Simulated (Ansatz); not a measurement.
Run on MgO (wurtzite type): DFT, PBE, all-electron LAPW, scalar-relativistic (Ansatz 0.2.0).

The cell comes from a relaxation on PAW files under the same functional, begun from a prototype that needn't be the stable phase.

Command: `ansatz run input.yaml --threads 1 --pin off --max-ram 3072MiB --backend cpu --events-out ev --progress --plain --runs-dir out` It took 53 s on 1 thread of Intel(R) Xeon(R) Platinum 8488C (Sapphire Rapids), on a shared host, peak memory 0.47 GiB.

```yaml
crystal:
  lattice:
    - [3.3145833432, 0.0, 0.0]
    - [-1.6572916716, 2.8705133781, 0.0]
    - [0.0, 0.0, 5.1218808383]
  atoms:
    - { symbol: Mg, position: [0.3333333333, 0.6666666667, -0.0079274831] }
    - { symbol: Mg, position: [0.6666666667, 0.3333333333, 0.4920725169] }
    - { symbol: O, position: [0.3333333333, 0.6666666667, 0.3839274831] }
    - { symbol: O, position: [0.6666666667, 0.3333333333, 0.8839274831] }
kpoints:
  mp_grid: { grid: [12, 12, 7] }
  band_path:
    path:
      - [0.0, 0.0, 0.0]
      - [0.5, 0.0, 0.0]
      - [0.3333333333, 0.3333333333, 0.0]
      - [0.0, 0.0, 0.0]
      - [0.0, 0.0, 0.5]
      - [0.5, 0.0, 0.5]
      - [0.3333333333, 0.3333333333, 0.5]
      - [0.0, 0.0, 0.5]
      - [0.5, 0.0, 0.5]
    npoints: 14
scf:
  occupations: { method: fermi_dirac, width: 0.08 }
hamiltonian:
  xc: pbe
  pseudopotentials: { kind: all_electron, lapw: { basis_error: 0.001 } }
output:
  forces: true
  stress: true
  eigenvalues: true
  populations: true
  dos: { projected: true, de: 0.2, e_range: [-14, 8] }
```

Output:

```
Mg: projections on atomic orbitals take those of the free atom 1s2 2s2 2p6 3s2, of charge +0.00 (hamiltonian.pseudopotentials.projection_atoms)
O: projections on atomic orbitals take those of the free atom 1s2 2s2 2p4, of charge +0.00 (hamiltonian.pseudopotentials.projection_atoms)
LAPW: plane waves up to 9.653 Å⁻¹, error target 1.0e-3 eV per atom; small_component_spin mean_spin; O in spheres of 0.973 Å, 8 of its electrons in bands, Dirac shells []; Mg in spheres of 1.019 Å, 10 of its electrons in bands, Dirac shells [] (how accurate: hamiltonian.pseudopotentials.lapw.basis_error, Limitations)
Engine: ansatz 0.2.0
Pseudopotentials: kind: all_electron
Pseudopotential: Mg, LAPW, valence charge 10, lapw/all_electron/scalar/gaussian/Mg, Koelling and Harmon's equation, gaussian nucleus
Pseudopotential: O, LAPW, valence charge 8, lapw/all_electron/scalar/gaussian/O, Koelling and Harmon's equation, gaussian nucleus
Functional definition: PBE
  parameter kappa = 0.804
  parameter beta = 0.06672455060314922
  exchange = pbe_x(kappa = kappa, mu = beta*pi^2/3)
  correlation = pbe_c(beta = beta)
Crystal: 4 atoms, lattice volume = 48.732 Å³
Basis set: ecut = 355.033585904157 eV, 747 PW (Γ), exchange–correlation at level 2
Bands: 22, of which v1, the nominal top of the filled ones, is band 18 counted from 1 (17 counted from 0)
Symmetry: 12 space group operations
Space group: P63mc (ITA 186), of the structure as read, at distance tolerance 3.7e-5 Å
k-points: 76 of 1008 (time reversal used)
Non-local potential: Mg, projectors of the file, none
Non-local potential: O, projectors of the file, none
Initial density: superposition of atomic densities (chi_scale 0.1, normalization cell, long waves kept (reshape's long-wave potential 0.00 eV rms))
Initial wavefunctions: plane waves of lowest kinetic energy (no species holds an atomic orbital)
Functional: x = pbe(κ = 0.804, μ = 0.2195149727645171), c = pbe(β = 0.06672455060314922)
iter 1 solved again at ethr=2.23e-2 eV; its pass at ethr=1.00e-1 eV (dr2=8.02e0 eV) is discarded
SCF iter   1: F=—  HF=-15009.274560 eV  |F-HF|=—  |Δ(HF+E_count)|=         —  Δρ=1.13e-1  dr2=8.02e0  ethr=2.23e-2  ⟨swp⟩=2.0  Hψ=10551  notcnv=0
preconditioner: auto → Resta (q_TF=auto, 2.594 Å⁻¹)  ε∞=2.8  [insulator: Δε(μ)=5.962 eV  Ē_g=16.034 eV  σ=0.080 eV  W_gap=1.00  n_scr=22 (ndim 8)  ℏωp=21.3 eV  f_vac=0.000  D(μ)=0.00/eV (n_scr^D=0)  ε∞_Penn≈2.8]
iter 2 solved again at ethr=3.57e-4 eV; its pass at ethr=2.23e-2 eV (dr2=1.28e-1 eV) is discarded
SCF iter   2: F=—  HF=-15005.365745 eV  |F-HF|=—  |Δ(HF+E_count)|=    3.91e0  Δρ=2.19e-2  dr2=1.28e-1  ethr=3.57e-4  ⟨swp⟩=2.1  Hψ=8938  notcnv=0
SCF iter   3: F=—  HF=-15005.062298 eV  |F-HF|=—  |Δ(HF+E_count)|=   3.03e-1  Δρ=2.57e-2  dr2=4.65e-1  ethr=3.56e-4  ⟨swp⟩=3.0  Hψ=5556  notcnv=0
SCF iter   4: F=—  HF=-15005.048203 eV  |F-HF|=—  |Δ(HF+E_count)|=         —  Δρ=3.66e-3  dr2=2.83e-3  ethr=3.56e-4  ⟨swp⟩=3.0  Hψ=5544  notcnv=0
the basis was enlarged: its passes take 776.7 KiB over the memory plan, 1 of 1 planned eigensolver slots
SCF iter   5: F=—  HF=-15005.047727 eV  |F-HF|=—  |Δ(HF+E_count)|=   4.76e-4  Δρ=9.05e-4  dr2=5.19e-4  ethr=7.85e-6  ⟨swp⟩=3.0  Hψ=5509  notcnv=0
SCF iter   6: F=—  HF=-15005.047830 eV  |F-HF|=—  |Δ(HF+E_count)|=   1.03e-4  Δρ=6.27e-4  dr2=2.95e-4  ethr=1.44e-6  ⟨swp⟩=2.9  Hψ=4886  notcnv=0
SCF iter   7: F=—  HF=-15005.047886 eV  |F-HF|=—  |Δ(HF+E_count)|=   5.60e-5  Δρ=9.26e-5  dr2=6.10e-6  ethr=8.18e-7  ⟨swp⟩=3.0  Hψ=4983  notcnv=0
SCF iter   8: F=—  HF=-15005.047892 eV  |F-HF|=—  |Δ(HF+E_count)|=   5.55e-6  Δρ=1.33e-5  dr2=1.13e-7  ethr=1.69e-8  ⟨swp⟩=3.0  Hψ=5339  notcnv=0
SCF iter   9: F=-15005.047892 eV  HF=-15005.047892 eV  |F-HF|=1.32e-9  |Δ(HF+E_count)|=   1.07e-8  Δρ=1.65e-6  dr2=1.42e-9  ethr=3.15e-10  ⟨swp⟩=3.0  Hψ=5267  notcnv=0
SCF 1 converged in 9 iterations: F = -15005.047892 eV  dr2 = 1.42e-9
NSCF: frozen V_eff on 113 k-points
SCF converged after 9 iterations
Free energy (F): -15005.047892 eV
Harris-Foulkes:  -15005.047892 eV  (|F-HF|=1.32e-9)
Internal energy: -15005.047892 eV  (E = F + TS)
E sigma→0 (E₀):  -15005.047892 eV
Fermi energy:    6.294798 eV
--- Per-component energies (eV) ---
  E_band       = -2679.876140
  E_kinetic    = 15012.751711
  E_xc         = -1366.119710
  E_electrostatic = -28651.679892  (all electrons and nuclei)
  E_smearing   = -0.000000  (= −TS)
  E_closure    = 0.000000  (closes the sum)
  E_atoms      = -14981.585866  (free atoms, spherical and without spin; not in F)
  Σ components = -15005.047892   (vs F -15005.047892, Δ=0.00e0)
  Basis errors (estimates in eV, not in F): energy 4.7e-4 per atom: plane waves 4.3e-4 (2.7e-4 summed), levels above the bands 1.2e-58, relativity 6.9e-8, radial functions 3.6e-5, core shells 2.6e-11; eigenvalues (radial functions only) 1.7e-5; not estimated: angular momenta, meshes, grids; target (lapw.basis_error) 1.0e-3; muffin-tin radii O 0.973 Å, Mg 1.019 Å
--- Forces (eV/Å), atoms counted from 1 ---
  atom   1  Mg     0.00000000    -0.00000000    -0.00060442
  atom   2  Mg     0.00000000     0.00000000    -0.00060442
  atom   3  O      0.00000000    -0.00000000     0.00058724
  atom   4  O     -0.00000000     0.00000000     0.00058724
  max |Σ_I F_I| component: 3.44e-5 eV/Å
--- Stress (GPa, compression-positive) ---
        0.021967       0.000000      -0.000000
       -0.000000       0.021967       0.000000
       -0.000000       0.000000      -0.014318
  P = ⅓ Tr σ = 0.0099 GPa (0.099 kbar)
--- Band table (eV; the first three rows and the last of 76) ---
  k-point 0: bands = ["-498.3424", "-498.3424", "-67.4221", "-67.4187", "-34.2185", "-34.1777", "-34.1734", "-34.1734", "-34.1666", "-34.1666", "-11.6025", "-10.8713", "1.3440", "3.8656", "3.8656", "4.1554", "4.1554", "4.4596", "7.8641", "12.8221", "14.4842", "18.6328"]
  k-point 1: bands = ["-498.3424", "-498.3424", "-67.4219", "-67.4189", "-34.2165", "-34.1797", "-34.1731", "-34.1731", "-34.1669", "-34.1669", "-11.5684", "-10.9099", "1.4490", "3.8794", "3.8794", "4.1405", "4.1405", "4.1778", "8.1855", "12.4338", "14.8889", "18.6431"]
  k-point 2: bands = ["-498.3424", "-498.3424", "-67.4215", "-67.4194", "-34.2109", "-34.1854", "-34.1721", "-34.1721", "-34.1678", "-34.1678", "-11.4718", "-11.0165", "1.7560", "3.5536", "3.9184", "3.9184", "4.0991", "4.0991", "8.9315", "11.6600", "15.7295", "18.7178"]
  k-point 75: bands = ["-498.3424", "-498.3424", "-67.4189", "-67.4189", "-34.2062", "-34.2062", "-34.1851", "-34.1825", "-34.1793", "-34.1793", "-10.8100", "-10.8100", "2.0424", "2.0424", "2.3690", "2.6605", "4.0903", "4.0903", "12.8921", "12.9106", "14.2653", "14.2653"]
--- Löwdin populations: 4 sites ---
  site symbol       q [e]
     0     Mg     10.4728
     1     Mg     10.4728
     2      O      9.3753
     3      O      9.3753
  spilling = 0.007596 (of n_electrons = 40.000000)
```

populations.tsv:

```
# site	symbol	l	j	q
# orbitals = lowdin
# n_electrons = 40.000000
# spilling = 0.007596
# projection_atom_Mg: 1s2 2s2 2p6 3s2
# projection_atom_O: 1s2 2s2 2p4
0	Mg	0_1S	-	1.999920
0	Mg	0_2S	-	1.990926
0	Mg	0_3S	-	0.483269
0	Mg	1_2P	-	5.998678
1	Mg	0_1S	-	1.999920
1	Mg	0_2S	-	1.990926
1	Mg	0_3S	-	0.483269
1	Mg	1_2P	-	5.998678
2	O	0_1S	-	1.999080
2	O	0_2S	-	1.851161
2	O	1_2P	-	5.525045
3	O	0_1S	-	1.999080
3	O	0_2S	-	1.851161
3	O	1_2P	-	5.525045
```

Next run (volume at 0.94 of the series' base cell), as changes to the input before:

```diff
   lattice:
-    - [3.3145833432, 0.0, 0.0]
-    - [-1.6572916716, 2.8705133781, 0.0]
-    - [0.0, 0.0, 5.1218808383]
+    - [3.528993866, 0.0, 0.0]
+    - [-1.764496933, 3.0561983377, 0.0]
+    - [0.0, 0.0, 4.2473045613]
   atoms:
-    - { symbol: Mg, position: [0.3333333333, 0.6666666667, -0.0079274831] }
-    - { symbol: Mg, position: [0.6666666667, 0.3333333333, 0.4920725169] }
-    - { symbol: O, position: [0.3333333333, 0.6666666667, 0.3839274831] }
-    - { symbol: O, position: [0.6666666667, 0.3333333333, 0.8839274831] }
+    - { symbol: Mg, position: [0.3333333333, 0.6666666667, -0.0620014684] }
+    - { symbol: Mg, position: [0.6666666667, 0.3333333333, 0.4379985316] }
+    - { symbol: O, position: [0.3333333333, 0.6666666667, 0.4380014684] }
+    - { symbol: O, position: [0.6666666667, 0.3333333333, 0.9380014684] }
 kpoints:
   mp_grid: { grid: [12, 12, 7] }
-  band_path:
-    path:
-      - [0.0, 0.0, 0.0]
-      - [0.5, 0.0, 0.0]
-      - [0.3333333333, 0.3333333333, 0.0]
-      - [0.0, 0.0, 0.0]
-      - [0.0, 0.0, 0.5]
-      - [0.5, 0.0, 0.5]
-      - [0.3333333333, 0.3333333333, 0.5]
-      - [0.0, 0.0, 0.5]
-      - [0.5, 0.0, 0.5]
-    npoints: 14
 scf:
   populations: true
-  dos: { projected: true, de: 0.2, e_range: [-14, 8] }
```

Results part of the output:

```
Warning: the atoms were moved onto the symmetric positions of the space group found under crystal.symmetry.tolerance 1.0e-5 (fractional; no operation is sought that the atoms, as they stand in a round, miss by more than twice it, and no atom is moved by as much as it), and the run uses the moved positions. Before a round's move an operation carried an atom to 1.25e-5 Å from where it should land, t
SCF 1 converged in 9 iterations: F = -15005.182925 eV  dr2 = 5.10e-10
SCF converged after 9 iterations
Free energy (F): -15005.182925 eV
Harris-Foulkes:  -15005.182925 eV  (|F-HF|=5.31e-10)
Internal energy: -15005.182925 eV  (E = F + TS)
E sigma→0 (E₀):  -15005.182925 eV
Fermi energy:    7.256612 eV
--- Per-component energies (eV) ---
  E_band       = -2658.705864
  E_kinetic    = 15012.105017
  E_xc         = -1366.508839
  E_electrostatic = -28650.779103  (all electrons and nuclei)
  E_smearing   = -0.000000  (= −TS)
  E_closure    = 0.000000  (closes the sum)
  E_atoms      = -14981.585866  (free atoms, spherical and without spin; not in F)
  Σ components = -15005.182925   (vs F -15005.182925, Δ=0.00e0)
  Basis errors (estimates in eV, not in F): energy 4.2e-4 per atom: plane waves 3.8e-4 (2.2e-4 summed), levels above the bands 6.4e-59, relativity 4.4e-8, radial functions 3.9e-5, core shells 1.1e-11; eigenvalues (radial functions only) 1.1e-5; not estimated: angular momenta, meshes, grids; target (lapw.basis_error) 1.0e-3; muffin-tin radii O 0.998 Å, Mg 1.040 Å
--- Forces (eV/Å), atoms counted from 1 ---
  atom   1  Mg    -0.00000000     0.00000000     0.00000000
  atom   2  Mg     0.00000000     0.00000000     0.00000000
  atom   3  O     -0.00000000     0.00000000     0.00000000
  atom   4  O      0.00000000    -0.00000000     0.00000000
  max |Σ_I F_I| component: 4.63e-18 eV/Å
--- Stress (GPa, compression-positive) ---
       -0.767262       0.000000       0.000000
       -0.000000      -0.767262       0.000000
        0.000000       0.000000      -0.784691
  P = ⅓ Tr σ = -0.7731 GPa (-7.731 kbar)
--- Band table (eV; the first three rows and the last of 76) ---
  k-point 0: bands = ["-497.6923", "-497.6923", "-66.8605", "-66.8504", "-33.6459", "-33.6294", "-33.6294", "-33.6065", "-33.6065", "-33.5817", "-11.1976", "-9.9142", "2.0696", "3.9066", "3.9066", "4.7939", "4.7939", "5.5564", "8.7936", "14.7091", "17.4522", "17.8623"]
  k-point 1: bands = ["-497.6923", "-497.6923", "-66.8600", "-66.8509", "-33.6431", "-33.6283", "-33.6283", "-33.6076", "-33.6076", "-33.5853", "-11.1330", "-9.9753", "2.1540", "3.9474", "3.9474", "4.7469", "4.7469", "5.1736", "9.2116", "14.3518", "17.7927", "17.7927"]
  k-point 2: bands = ["-497.6923", "-497.6923", "-66.8586", "-66.8523", "-33.6350", "-33.6251", "-33.6251", "-33.6108", "-33.6108", "-33.5950", "-10.9520", "-10.1487", "2.4215", "4.0634", "4.0634", "4.3834", "4.6168", "4.6168", "10.1328", "13.4794", "17.7644", "17.7644"]
  k-point 75: bands = ["-497.6923", "-497.6923", "-66.8548", "-66.8548", "-33.6528", "-33.6528", "-33.6290", "-33.6211", "-33.5911", "-33.5911", "-10.2402", "-10.2402", "2.1310", "2.1310", "2.9255", "3.4829", "5.1562", "5.1562", "13.3875", "13.7842", "16.0712", "16.0712"]
--- Löwdin populations: 4 sites ---
  site symbol       q [e]
     0     Mg     10.4680
     1     Mg     10.4680
     2      O      9.3744
     3      O      9.3744
  spilling = 0.007883 (of n_electrons = 40.000000)
```

Next run (volume at 0.88 of the series' base cell), as changes to the input before:

```diff
   lattice:
-    - [3.528993866, 0.0, 0.0]
-    - [-1.764496933, 3.0561983377, 0.0]
-    - [0.0, 0.0, 4.2473045613]
+    - [3.4493637266, 0.0, 0.0]
+    - [-1.7246818633, 2.9872366141, 0.0]
+    - [0.0, 0.0, 4.1619038766]
   atoms:
-    - { symbol: Mg, position: [0.3333333333, 0.6666666667, -0.0620014684] }
-    - { symbol: Mg, position: [0.6666666667, 0.3333333333, 0.4379985316] }
-    - { symbol: O, position: [0.3333333333, 0.6666666667, 0.4380014684] }
-    - { symbol: O, position: [0.6666666667, 0.3333333333, 0.9380014684] }
+    - { symbol: Mg, position: [0.3333333333, 0.6666666667, -0.0620060772] }
+    - { symbol: Mg, position: [0.6666666667, 0.3333333333, 0.4379939228] }
+    - { symbol: O, position: [0.3333333333, 0.6666666667, 0.4380060772] }
+    - { symbol: O, position: [0.6666666667, 0.3333333333, 0.9380060772] }
 kpoints:
```

Results part of the output:

```
Warning: the atoms were moved onto the symmetric positions of the space group found under crystal.symmetry.tolerance 1.0e-5 (fractional; no operation is sought that the atoms, as they stand in a round, miss by more than twice it, and no atom is moved by as much as it), and the run uses the moved positions. Before a round's move an operation carried an atom to 5.06e-5 Å from where it should land, t
SCF 1 converged in 9 iterations: F = -15005.118684 eV  dr2 = 5.94e-10
SCF converged after 9 iterations
Free energy (F): -15005.118684 eV
Harris-Foulkes:  -15005.118684 eV  (|F-HF|=5.28e-11)
Internal energy: -15005.118684 eV  (E = F + TS)
E sigma→0 (E₀):  -15005.118684 eV
Fermi energy:    8.107445 eV
--- Per-component energies (eV) ---
  E_band       = -2632.214530
  E_kinetic    = 15019.239189
  E_xc         = -1368.282492
  E_electrostatic = -28656.075381  (all electrons and nuclei)
  E_smearing   = -0.000000  (= −TS)
  E_closure    = 0.000000  (closes the sum)
  E_atoms      = -14981.585866  (free atoms, spherical and without spin; not in F)
  Σ components = -15005.118684   (vs F -15005.118684, Δ=0.00e0)
  Basis errors (estimates in eV, not in F): energy 4.2e-4 per atom: plane waves 3.8e-4 (2.2e-4 summed), levels above the bands 5.4e-61, relativity 6.0e-8, radial functions 3.8e-5, core shells 2.4e-11; eigenvalues (radial functions only) 1.1e-5; not estimated: angular momenta, meshes, grids; target (lapw.basis_error) 1.0e-3; muffin-tin radii O 0.973 Å, Mg 1.019 Å
--- Forces (eV/Å), atoms counted from 1 ---
  atom   1  Mg     0.00000000    -0.00000000     0.00000000
  atom   2  Mg     0.00000000     0.00000000     0.00000000
  atom   3  O     -0.00000000    -0.00000000     0.00000000
  atom   4  O     -0.00000000     0.00000000     0.00000000
  max |Σ_I F_I| component: 4.63e-18 eV/Å
--- Stress (GPa, compression-positive) ---
        8.323659       0.000000       0.000000
        0.000000       8.323659       0.000000
        0.000000       0.000000       8.289579
  P = ⅓ Tr σ = 8.3123 GPa (83.123 kbar)
--- Band table (eV; the first three rows and the last of 76) ---
  k-point 0: bands = ["-496.9140", "-496.9140", "-65.9449", "-65.9310", "-32.7417", "-32.7168", "-32.7168", "-32.6875", "-32.6875", "-32.6589", "-10.7977", "-9.3514", "2.5207", "4.4739", "4.4739", "5.3967", "5.3967", "6.2489", "9.8207", "15.9305", "18.6490", "19.0194"]
  k-point 1: bands = ["-496.9140", "-496.9140", "-65.9442", "-65.9317", "-32.7381", "-32.7153", "-32.7153", "-32.6890", "-32.6890", "-32.6636", "-10.7250", "-9.4203", "2.6154", "4.5159", "4.5159", "5.3472", "5.3472", "5.8594", "10.2320", "15.5306", "18.9357", "18.9357"]
  k-point 2: bands = ["-496.9140", "-496.9140", "-65.9423", "-65.9336", "-32.7278", "-32.7112", "-32.7112", "-32.6930", "-32.6930", "-32.6762", "-10.5215", "-9.6160", "2.9132", "4.6354", "4.6354", "5.0343", "5.2106", "5.2106", "11.1544", "14.5944", "18.8953", "18.8953"]
  k-point 75: bands = ["-496.9140", "-496.9140", "-65.9370", "-65.9370", "-32.7498", "-32.7498", "-32.7171", "-32.7069", "-32.6697", "-32.6697", "-9.7015", "-9.7015", "2.6138", "2.6138", "3.4087", "4.0013", "5.7926", "5.7926", "14.2887", "14.6824", "17.3497", "17.3497"]
--- Löwdin populations: 4 sites ---
  site symbol       q [e]
     0     Mg     10.4598
     1     Mg     10.4598
     2      O      9.3867
     3      O      9.3867
  spilling = 0.007678 (of n_electrons = 40.000000)
```

Next run (volume at 0.8 of the series' base cell), as changes to the input before:

```diff
   lattice:
-    - [3.4493637266, 0.0, 0.0]
-    - [-1.7246818633, 2.9872366141, 0.0]
-    - [0.0, 0.0, 4.1619038766]
+    - [3.338784905, 0.0, 0.0]
+    - [-1.6693924525, 2.8914725455, 0.0]
+    - [0.0, 0.0, 4.0383175066]
   atoms:
-    - { symbol: Mg, position: [0.3333333333, 0.6666666667, -0.0620060772] }
-    - { symbol: Mg, position: [0.6666666667, 0.3333333333, 0.4379939228] }
-    - { symbol: O, position: [0.3333333333, 0.6666666667, 0.4380060772] }
-    - { symbol: O, position: [0.6666666667, 0.3333333333, 0.9380060772] }
+    - { symbol: Mg, position: [0.3333333333, 0.6666666667, -0.0620051006] }
+    - { symbol: Mg, position: [0.6666666667, 0.3333333333, 0.4379948994] }
+    - { symbol: O, position: [0.3333333333, 0.6666666667, 0.4380051006] }
+    - { symbol: O, position: [0.6666666667, 0.3333333333, 0.9380051006] }
 kpoints:
```

Command: `ansatz run input.yaml --threads 1 --pin off --max-ram 3072MiB --backend cpu --events-out ev --progress --plain --runs-dir out` It took 18 s on 1 thread of Intel(R) Xeon(R) Platinum 8488C (Sapphire Rapids) (shared host), peak memory 0.51 GiB.

Results part of the output:

```
Warning: the atoms were moved onto the symmetric positions of the space group found under crystal.symmetry.tolerance 1.0e-5 (fractional; no operation is sought that the atoms, as they stand in a round, miss by more than twice it, and no atom is moved by as much as it), and the run uses the moved positions. Before a round's move an operation carried an atom to 4.12e-5 Å from where it should land, t
SCF 1 converged in 8 iterations: F = -15004.714965 eV  dr2 = 8.27e-8
SCF converged after 8 iterations
Free energy (F): -15004.714965 eV
Harris-Foulkes:  -15004.714965 eV  (|F-HF|=6.48e-8)
Internal energy: -15004.714965 eV  (E = F + TS)
E sigma→0 (E₀):  -15004.714965 eV
Fermi energy:    9.439358 eV
--- Per-component energies (eV) ---
  E_band       = -2591.417433
  E_kinetic    = 15031.063088
  E_xc         = -1371.049844
  E_electrostatic = -28664.728210  (all electrons and nuclei)
  E_smearing   = -0.000000  (= −TS)
  E_closure    = 0.000000  (closes the sum)
  E_atoms      = -14981.585866  (free atoms, spherical and without spin; not in F)
  Σ components = -15004.714965   (vs F -15004.714965, Δ=0.00e0)
  Basis errors (estimates in eV, not in F): energy 4.3e-4 per atom: plane waves 3.9e-4 (2.3e-4 summed), levels above the bands 1.8e-63, relativity 5.7e-8, radial functions 4.8e-5, core shells 7.0e-11; eigenvalues (radial functions only) 5.2e-5; not estimated: angular momenta, meshes, grids; target (lapw.basis_error) 1.0e-3; muffin-tin radii O 0.939 Å, Mg 0.989 Å
--- Forces (eV/Å), atoms counted from 1 ---
  atom   1  Mg     0.00000000    -0.00000000     0.00000000
  atom   2  Mg     0.00000000     0.00000000     0.00000000
  atom   3  O     -0.00000000    -0.00000000     0.00000000
  atom   4  O      0.00000000     0.00000000     0.00000000
  max |Σ_I F_I| component: 2.78e-17 eV/Å
--- Stress (GPa, compression-positive) ---
       26.231554       0.000000      -0.000000
        0.000000      26.231554      -0.000000
       -0.000000      -0.000000      26.160812
  P = ⅓ Tr σ = 26.2080 GPa (262.080 kbar)
--- Band table (eV; the first three rows and the last of 76) ---
  k-point 0: bands = ["-495.6918", "-495.6918", "-64.5632", "-64.5414", "-31.3805", "-31.3402", "-31.3402", "-31.2989", "-31.2989", "-31.2619", "-10.1713", "-8.4650", "3.2450", "5.3697", "5.3697", "6.3441", "6.3441", "7.3379", "11.4157", "17.8143", "20.5019", "20.8003"]
  k-point 1: bands = ["-495.6918", "-495.6918", "-64.5621", "-64.5425", "-31.3755", "-31.3381", "-31.3381", "-31.3009", "-31.3009", "-31.2687", "-10.0856", "-8.5460", "3.3545", "5.4132", "5.4132", "6.2908", "6.2908", "6.9364", "11.8167", "17.3462", "20.6906", "20.6906"]
  k-point 2: bands = ["-495.6918", "-495.6918", "-64.5590", "-64.5455", "-31.3610", "-31.3323", "-31.3323", "-31.3066", "-31.3066", "-31.2871", "-9.8456", "-8.7766", "3.6966", "5.5374", "5.5374", "6.0577", "6.1443", "6.1443", "12.7376", "16.3129", "20.6281", "20.6281"]
  k-point 75: bands = ["-495.6918", "-495.6918", "-64.5506", "-64.5506", "-31.3923", "-31.3923", "-31.3423", "-31.3277", "-31.2756", "-31.2756", "-8.8462", "-8.8462", "3.3784", "3.3784", "4.1763", "4.8238", "6.7933", "6.7933", "15.6782", "16.0681", "19.3298", "19.3298"]
--- Löwdin populations: 4 sites ---
  site symbol       q [e]
     0     Mg     10.4477
     1     Mg     10.4477
     2      O      9.4040
     3      O      9.4040
  spilling = 0.007414 (of n_electrons = 40.000000)
```
